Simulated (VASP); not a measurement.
# KBr (Fm-3m) in VASP: notebook

Aim: see how the results for KBr move with the level of theory and the settings. Levels: PBE, PBEsol. Tasks: single point.

Everything below comes from runs of VASP 6.6.1. Logs are shortened: lines on timing, memory, paths and dates and some standing lists are left out, and cuts for length are marked.

## Step 1: The structure

Symmetry: Fm-3m, No. 225, cubic system. The conventional cell has a = 6.585 Å, b = 6.585 Å, c = 6.585 Å, α = 90.00°, β = 90.00°, γ = 90.00°. K (site symmetry m-3m) is surrounded by 6 Br at 3.29 Å. Br (site symmetry m-3m) is surrounded by 6 K at 3.29 Å.

## Step 2: Single point, PBE (one atom moved)

Input file INCAR:

```
SYSTEM = KBr
PREC = Accurate
ENCUT = 520
EDIFF = 1E-7
ISMEAR = 0
SIGMA = 0.02
LREAL = .False.
LASPH = .True.
NELM = 100
ALGO = Normal
ISIF = 2
LWAVE = .False.
LCHARG = .True.
GGA = PE
LELF = .True.
LVHAR = .True.
NBANDS = 15
```

Input file KPOINTS:

```
regular mesh
0
Gamma
  6 6 6
  0 0 0
```

Input file POSCAR:

```
KBr
1.0
    0.0000000000      3.2925000000      3.2925000000
    3.2925000000      0.0000000000      3.2925000000
    3.2925000000      3.2925000000      0.0000000000
K Br
1 1
Direct
    0.0000000000      0.0000000000      0.0000000000
    0.4681457859      0.4893242217      0.5952194381
```

Potentials or basis: VASP PAW PBE potentials, release 64 (K_sv, Br).

The run is started by

```
> cat potpaw_PBE.64/K_sv/POTCAR potpaw_PBE.64/Br/POTCAR > POTCAR
> mpirun -np 1 vasp_std > vasp.out
```

OUTCAR:

```text
SYSTEM = KBr
   PREC = Accurate
   ENCUT = 520
   EDIFF = 1E-7
   ISMEAR = 0
   LREAL = .False.
   LASPH = .True.
   NELM = 100
   ISIF = 2
   GGA = PE

 ion  position               nearest neighbor table
   1  0.000  0.000  0.000-   2 3.02   2 3.10   2 3.17
   2  0.468  0.489  0.595-   1 3.02   1 3.10   1 3.17

  LATTYP: Found a face centered cubic cell.
 ALAT       =     6.5850000000

  Lattice vectors:

 A1 = (   0.0000000000,   3.2925000000,   3.2925000000)
 A2 = (   3.2925000000,   0.0000000000,   3.2925000000)
 A3 = (   3.2925000000,   3.2925000000,   0.0000000000)

Analysis of symmetry for initial positions (statically):
=====================================================================
 Subroutine PRICEL returns:
 Original cell was already a primitive cell.

 Routine SETGRP: Setting up the symmetry group for a
 face centered cubic supercell.

 Subroutine GETGRP returns: Found  1 space group operations
 (whereof  1 operations were pure point group operations)
 out of a pool of 48 trial point group operations.

The static configuration has the point symmetry C_1 .

Analysis of symmetry for dynamics (positions and initial velocities):
=====================================================================
 Subroutine PRICEL returns:
 Original cell was already a primitive cell.

 Routine SETGRP: Setting up the symmetry group for a
 face centered cubic supercell.

 Subroutine GETGRP returns: Found  1 space group operations
 (whereof  1 operations were pure point group operations)
 out of a pool of 48 trial point group operations.

The dynamic configuration has the point symmetry C_1 .

 Subroutine INISYM returns: Found  1 space group operations
 (whereof  1 operations are pure point group operations),
 and found     1 'primitive' translations

----------------------------------------------------------------------------------------

                                     Primitive cell

  volume of cell :      71.3851

  direct lattice vectors                    reciprocal lattice vectors
     0.000000000  3.292500000  3.292500000    -0.151860289  0.151860289  0.151860289
     3.292500000  0.000000000  3.292500000     0.151860289 -0.151860289  0.151860289
     3.292500000  3.292500000  0.000000000     0.151860289  0.151860289 -0.151860289

  length of vectors
     4.656298154  4.656298154  4.656298154     0.263029735  0.263029735  0.263029735

  position of ions in fractional coordinates (direct lattice)
     0.000000000  0.000000000  0.000000000
     0.468145786  0.489324222  0.595219438

  ion indices of the primitive-cell ions
   primitive index   ion index
                 1           1
                 2           2

----------------------------------------------------------------------------------------

 KPOINTS: regular mesh

Automatic generation of k-mesh.
 Grid dimensions read from file:
 generate k-points for:    6    6    6

 Generating k-lattice:

  Cartesian coordinates                     Fractional coordinates (reciprocal lattice)
    -0.025310048  0.025310048  0.025310048     0.166666667  0.000000000  0.000000000
     0.025310048 -0.025310048  0.025310048     0.000000000  0.166666667  0.000000000
     0.025310048  0.025310048 -0.025310048     0.000000000  0.000000000  0.166666667

  Length of vectors
     0.043838289  0.043838289  0.043838289

  Shift w.r.t. Gamma in fractional coordinates (k-lattice)
     0.000000000  0.000000000  0.000000000

 Subroutine IBZKPT returns following result:
 ===========================================

 Found    112 irreducible k-points:

 Following reciprocal coordinates:
            Coordinates               Weight
  0.000000  0.000000  0.000000      1.000000
  0.166667  0.000000  0.000000      2.000000
  0.000000  0.166667  0.000000      2.000000
  0.000000  0.000000  0.166667      2.000000
  0.166667  0.166667  0.166667      2.000000
  0.333333  0.000000  0.000000      2.000000
[... 16 lines left out ...]
  0.166667 -0.166667 -0.166667      2.000000
  0.333333  0.333333  0.166667      2.000000
 [... further k-points ...]
   k-points           NKPTS =    112   k-points in BZ     NKDIM =    112   number of bands    NBANDS=     15
   number of dos      NEDOS =    301   number of ions     NIONS =      2
   total plane-waves  NPLWV =  46656
   dimension x,y,z NGX =    36 NGY =   36 NGZ =   36
   dimension x,y,z NGXF=    72 NGYF=   72 NGZF=   72
   ions per type =               1   1
   NGX,Y,Z   is equivalent  to a cutoff of  12.85, 12.85, 12.85 a.u.
   NGXF,Y,Z  is equivalent  to a cutoff of  25.71, 25.71, 25.71 a.u.
 SYSTEM =  KBr
   PREC   = accura    normal or accurate (medium, high low for compatibility)
   ISTART =      0    job   : 0-new  1-cont  2-samecut
   ICHARG =      2    charge: 1-file 2-atom 10-const
   ISPIN  =      1    spin polarized calculation?
   LNONCOLLINEAR =      F non collinear calculations
   LSORBIT =      F    spin-orbit coupling
   LASPH  =      T    aspherical Exc in radial PAW
   ENCUT  =  520.0 eV  38.22 Ry    6.18 a.u.   8.66  8.66  8.66*2*pi/ulx,y,z
   NELM   =    100;   NELMIN=  2; NELMDL= -5     # of ELM steps
   EDIFF  = 0.1E-06   stopping-criterion for ELM
   LREAL  =      F    real-space projection
   EDIFFG = 0.1E-05   stopping-criterion for IOM
   NSW    =      0    number of steps for IOM
   IBRION =     -1    ionic relax: 0-MD 1-quasi-New 2-CG
   NFREE  =      0    steps in history (QN), initial steepest desc. (CG)
   ISIF   =      2    stress and relaxation
   ISYM   =      2    0-nonsym 1-usesym 2-fastsym
   POTIM  = 0.5000    time-step for ionic-motion
   TEBEG  =    0.0;   TEEND  =   0.0 temperature during run
   PSTRESS=    0.0 pullay stress
   NELECT =      16.0000    total number of electrons
   NUPDOWN=      -1.0000    fix difference up-down
   EMIN   =  10.00;   EMAX   =-10.00  energy-range for DOS
   EFERMI =   0.00;   METHOD = LEGACY
   ISMEAR =     0;   SIGMA  =   0.02  broadening in eV -4-tet -1-fermi 0-gaus
   EFERMI_NEDOS =   21; number of points for ismear=-14 and -15
   IALGO  =     38    algorithm
   IMIX   =      4    mixing-type and parameters
     AMIX     =   0.40;   BMIX     =  1.00
     AMIX_MAG =   1.60;   BMIX_MAG =  1.00
  volume/ion in A,a.u.               =      35.69       240.87
  Fermi-wavevector in a.u.,A,eV,Ry     =   0.994441  1.879221 13.454978  0.988913
  Thomas-Fermi vector in A             =   2.126392
   LORBIT       =      0    0 simple, 1 ext, 2 COOP (PROOUT), +10 PAW based schemes
   GGA     = PE    functional components
   LHFCALC =     F    Hartree Fock is set to
   AEXX    =    0.0000 exact exchange contribution
   IVDW    =     0    specifies the selected vdW correction
   LEPSILON=     F    determine dielectric tensor
   LRPA    =     F    only Hartree local field effects (RPA)
 non-spin polarized calculation
 Gauss-broadening in eV      SIGMA  =   0.02
  energy-cutoff  :      520.00
  volume of cell :       71.39
 maximum number of plane-waves:      1948
 NGX is ok and might be reduce to    36
   NGX = 17   NGY = 17   NGZ = 17

 number of electron      15.9999999 magnetization

 Free energy of the ion-electron system (eV)
  ---------------------------------------------------
  ext. energy  EPLUGINS =         0.00000000
  ---------------------------------------------------
  free energy    TOTEN  =        -6.12015139 eV

  energy without entropy =       -6.12015139  energy(sigma->0) =       -6.12015139

 E-fermi :  -1.5603     XC(G=0):  -7.3791

 val. band max:       -1.7484398861   @ k =   0.0000   0.0000   0.0000
 cond. band min:       2.7334646155   @ k =   0.0000   0.0000   0.0000
 fundamental gap:      4.4819045016
 Fermi energy:        -1.5602901299

 k-point     1 :       0.0000    0.0000    0.0000
  band No.  band energies     occupation
      1     -29.4440      2.00000
      2     -14.0641      2.00000
      3     -12.9342      2.00000
      4     -12.9274      2.00000
      5     -12.8949      2.00000
      6      -1.7672      2.00000
      7      -1.7652      2.00000
      8      -1.7484      2.00000
      9       2.7335      0.00000
     10       5.8908      0.00000
     11       5.9652      0.00000
     12       6.1632      0.00000
     13       6.8483      0.00000
     14       6.9339      0.00000
     15       9.6292      0.00000

 k-point     2 :       0.1667    0.0000    0.0000
  band No.  band energies     occupation
      1     -29.4425      2.00000
      2     -14.1177      2.00000
      3     -12.9407      2.00000
      4     -12.9313      2.00000
      5     -12.8180      2.00000
      6      -2.1224      2.00000
      7      -1.8402      2.00000
      8      -1.8101      2.00000
      9       3.3847      0.00000
     10       5.6797      0.00000
     11       6.1662      0.00000
     12       6.3308      0.00000
     13       7.3133      0.00000
     14       7.4657      0.00000
     15      10.5003      0.00000

 k-point     3 :       0.0000    0.1667    0.0000
  band No.  band energies     occupation
      1     -29.4424      2.00000
      2     -14.1194      2.00000
      3     -12.9419      2.00000
      4     -12.9304      2.00000
      5     -12.8160      2.00000
      6      -2.1229      2.00000
      7      -1.8388      2.00000
      8      -1.8074      2.00000
      9       3.3849      0.00000
     10       5.6506      0.00000
     11       6.1674      0.00000
     12       6.3357      0.00000
     13       7.3064      0.00000
     14       7.4965      0.00000
     15      10.5110      0.00000

 k-point     4 :       0.0000    0.0000    0.1667
  band No.  band energies     occupation
      1     -29.4426      2.00000
      2     -14.1047      2.00000
      3     -12.9368      2.00000
      4     -12.9298      2.00000
      5     -12.8366      2.00000
      6      -2.1063      2.00000
      7      -1.8511      2.00000
      8      -1.8473      2.00000
      9       3.3872      0.00000
     10       5.9576      0.00000
     11       6.2101      0.00000
     12       6.2618      0.00000
     13       7.2230      0.00000
     14       7.2872      0.00000
     15      10.4244      0.00000
[... 307 lines left out ...]
 k-point    22 :       0.1667    0.3333    0.0000
  band No.  band energies     occupation
      1     -29.4395      2.00000
      2     -14.1539      2.00000
      3     -12.9577      2.00000
      4     -12.9459      2.00000
      5     -12.7499      2.00000
      6      -2.5251      2.00000
      7      -1.9964      2.00000
      8      -1.9161      2.00000
      9       4.4806      0.00000
     10       5.1466      0.00000
     11       6.9161      0.00000
     12       7.3591      0.00000
     13       7.7851      0.00000
     14       8.4285      0.00000
     15       9.5701      0.00000

 k-point    23 :       0.1667   -0.1667   -0.1667
  band No.  band energies     occupation
      1     -29.4394      2.00000
      2     -14.1633      2.00000
      3     -12.9517      2.00000
      4     -12.9455      2.00000
      5     -12.7457      2.00000
      6      -2.5203      2.00000
      7      -1.9935      2.00000
      8      -1.9198      2.00000
      9       4.4487      0.00000
     10       5.1643      0.00000
     11       6.9292      0.00000
     12       7.4500      0.00000
     13       7.7077      0.00000
     14       8.3945      0.00000
     15       9.7499      0.00000

 k-point    24 :       0.3333    0.3333    0.1667
  band No.  band energies     occupation
      1     -29.4395      2.00000
      2     -14.1530      2.00000
      3     -12.9542      2.00000
      4     -12.9473      2.00000
      5     -12.7532      2.00000
      6      -2.5188      2.00000
      7      -1.9766      2.00000
      8      -1.9449      2.00000
      9       4.4717      0.00000
     10       5.2610      0.00000
     11       6.8298      0.00000
     12       7.0372      0.00000
     13       7.9959      0.00000
     14       8.4969      0.00000
     15       9.7270      0.00000

 [... further k-points ...]
[... 5 lines left out ...]
  --------------------------------------------------------------------------------------
  -------------------------------------------------------------------------------------
  Total        1.0523773      0.7055687      0.4756728     -0.1546457      0.0682686      0.0987574
  in kB       23.6197189     15.8358917     10.6760728     -3.4708920      1.5322311      2.2165254
  external PRESSURE =      16.7105611 kB  Pullay stress =       0.0000000 kB

 VOLUME and BASIS-vectors are now :
 -----------------------------------------------------------------------------
  energy-cutoff  :      520.00
  volume of cell :       71.39
      direct lattice vectors                 reciprocal lattice vectors
     0.000000000  3.292500000  3.292500000    -0.151860289  0.151860289  0.151860289
     3.292500000  0.000000000  3.292500000     0.151860289 -0.151860289  0.151860289
     3.292500000  3.292500000  0.000000000     0.151860289  0.151860289 -0.151860289

 POSITION                                       TOTAL-FORCE (eV/Angst)
 -----------------------------------------------------------------------------------
      0.00000      0.00000      0.00000         0.405597      0.260683     -0.155620
      3.57086      3.50113      3.15247        -0.405597     -0.260683      0.155620
 -----------------------------------------------------------------------------------
    total drift:                                0.000053     -0.000172     -0.000034

  FREE ENERGIE OF THE ION-ELECTRON SYSTEM (eV)
  ---------------------------------------------------
  free  energy   TOTEN  =        -6.1201513874 eV

  energy  without entropy=       -6.1201513874  energy(sigma->0) =       -6.12015139
```

Wall time 50 s (1 thread of Intel Xeon Platinum 8559C (Emerald Rapids), shared host); peak memory 0.28 GiB.

Results:

```
Free energy            : -6.1202 eV
Pressure               : 1.7 GPa
Largest force          : 0.507 eV/Å
Band gap on the k mesh : 4.48 eV, direct
```

Forces in eV/Å, atoms in the order of the input:
```
K    0.406  0.261 -0.156
Br  -0.406 -0.261  0.156
```

Stress tensor (GPa, compression positive):
```
 2.36 -0.35  0.22
-0.35  1.58  0.15
 0.22  0.15  1.07
```

## Step 3: Single point, PBEsol (functional PBEsol, strained and moved within the space group)

Input file INCAR:

```
SYSTEM = KBr
  ALGO = Fast
  EDIFF = 1E-6
  ENCUT = 520
  GGA = PS
  ISIF = 2
  ISMEAR = 0
  LASPH = .True.
  LCHARG = .False.
  LREAL = .False.
  LWAVE = .False.
  NBANDS = 15
  NELM = 100
  PREC = Accurate
  SIGMA = 0.02
```

Input file KPOINTS:

```
k-points
0
Gamma
  6 6 6
  0 0 0
```

Input file POSCAR:

```
KBr
1.0
    0.0000000000      3.3290796750      3.3290796750
    3.3290796750      0.0000000000      3.3290796750
    3.3290796750      3.3290796750      0.0000000000
K Br
1 1
Direct
    0.0000000000      0.0000000000      0.0000000000
    0.5000000000      0.5000000000      0.5000000000
```

Potentials or basis: VASP PAW PBE potentials, release 64 (K_sv, Br).

The run is started by

```
> cat potpaw_PBE.64/K_sv/POTCAR potpaw_PBE.64/Br/POTCAR > POTCAR
> mpirun -np 1 vasp_std > vasp.out
```

It took 13 s on 1 thread of Intel Xeon Platinum 8559C (Emerald Rapids), shared host; peak memory 0.19 GiB.

It converged, with:

* Free energy: -6.4535 eV
* Pressure: -0.6 GPa
* Band gap on the k mesh: 4.22 eV, direct

Levels at points of the mesh, in eV from the valence-band top:
| k point | band 6 | band 7 | band 8 | band 9 | band 10 | band 11 |
| --- | --- | --- | --- | --- | --- | --- |
| (0.00, 0.00, 0.00) | 0.00 | 0.00 | 0.00 | 4.22 | 7.53 | 7.53 |
| (0.50, 0.00, 0.00) | -1.16 | -0.32 | -0.32 | 6.39 | 8.03 | 9.66 |
| (0.50, 0.50, 0.00) | -0.80 | -0.28 | -0.28 | 5.78 | 7.00 | 9.21 |

Caveat: the PAW data sets were made with another functional, which shifts forces and pressure a little.

## Step 4: Single point, PBE

Input file INCAR:

```
ALGO = Normal
EDIFF = 1E-7
ENCUT = 520
GGA = PE
ISIF = 2
ISMEAR = 0
LASPH = T
LCHARG = F
LREAL = F
LWAVE = F
NBANDS = 15
NELM = 60
PREC = Accurate
SIGMA = 0.1
```

Input file KPOINTS:

```
k-points
0
Gamma
  6 6 6
```

Input file POSCAR:

```
KBr
1.0
    0.0000000000      3.2925000000      3.2925000000
    3.2925000000      0.0000000000      3.2925000000
    3.2925000000      3.2925000000      0.0000000000
K Br
1 1
Direct
    0.0000000000      0.0000000000      0.0000000000
    0.5000000000      0.5000000000      0.5000000000
```

The run is started by

```
> cat potpaw_PBE.64/K_sv/POTCAR potpaw_PBE.64/Br/POTCAR > POTCAR
> mpirun -np 1 vasp_std > vasp.out
```

It took 32 s on 1 thread of Intel Xeon Platinum 8375C at 2.90GHz (Ice Lake), shared host; peak memory 0.2 GiB.

Results (log left out):

```yaml
Free_energy: -6.2126 eV
Pressure: 0.9 GPa
Band_gap_on_the_k_mesh: 4.45 eV, direct
```

Levels at points of the mesh, in eV from the valence-band top:
```csv
k point,band 6,band 7,band 8,band 9,band 10,band 11
"(0.00, 0.00, 0.00)",0.00,0.00,0.00,4.45,7.61,7.61
"(0.50, 0.00, 0.00)",-1.19,-0.34,-0.34,6.61,8.26,9.78
"(0.50, 0.50, 0.00)",-0.82,-0.29,-0.29,5.86,7.22,9.38
```

As with any semilocal functional, this PBE gap is likely too small.

## Step 5: Summary

| level | cell | smearing | gap on the mesh (eV) | pressure (GPa) |
| --- | --- | --- | --- | --- |
| PBE | one atom moved | gaussian 0.02 eV | 4.48 | 1.7 |
| PBEsol | functional PBEsol, strained and moved within the space group | gaussian 0.02 eV | 4.22 | -0.6 |
| PBE | as given | gaussian 0.1 eV | 4.45 | 0.9 |

Alike in all rows: task single point; potentials or basis VASP PAW PBE potentials, release 64 (K_sv, Br); no spin polarisation; k mesh 6 × 6 × 6; cutoff (eV) 520.

Caveats: the PAW data sets were made with another functional, which shifts forces and pressure a little (some runs).

Total energies depend on the potentials used, so only differences within one code and one set of settings carry meaning.
